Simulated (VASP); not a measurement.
TiO, 2 atoms in the cell. The structure is tetragonal, space group P4/mmm (No. 123). The conventional cell has a = 3.009 Å, b = 3.009 Å, c = 3.680 Å, α = 90.00°, β = 90.00°, γ = 90.00°. Ti (site symmetry 4/mmm) is surrounded by 2 O at 1.84 Å. Around O (site symmetry 4/mmm) lie 2 Ti at 1.84 Å. The cell was built by a generator and needn't be a form met in nature.

| Property | Result |
| --- | --- |
| Program | VASP 6.6.1 |
| Task | relaxation of cell and atoms |
| Functional | RPBE |
| Potentials or basis | VASP PAW PBE potentials, release 64 (Ti_sv, O) |
| Cutoff | 600 eV |
| k mesh | 9 × 9 × 7 |
| Occupations | fermi-dirac, width 0.05 eV |
| Spin | no spin polarisation |
| Further INCAR settings | ALGO = Normal; EDIFF = 1e-06; IBRION = 2; EDIFFG = -0.01; NSW = 40; ISIF = 3 |

Potentials or basis: VASP PAW PBE potentials, release 64 (Ti_sv, O).

The run is started by

```bash
$ cat potpaw_PBE.64/Ti_sv/POTCAR potpaw_PBE.64/O/POTCAR > POTCAR
$ mpirun -np 1 vasp_std > vasp.out
```

Hardware: 1 thread of Intel(R) Xeon(R) 6975P-C (Granite Rapids) (shared host).

**Question.** Estimate the wall time of this run.

**Answer.** It took 52 s on 1 thread of Intel(R) Xeon(R) 6975P-C (Granite Rapids), with other jobs on the host, peak memory 0.17 GiB. Counts: scf iterations 79, k points 60, ion steps 9.
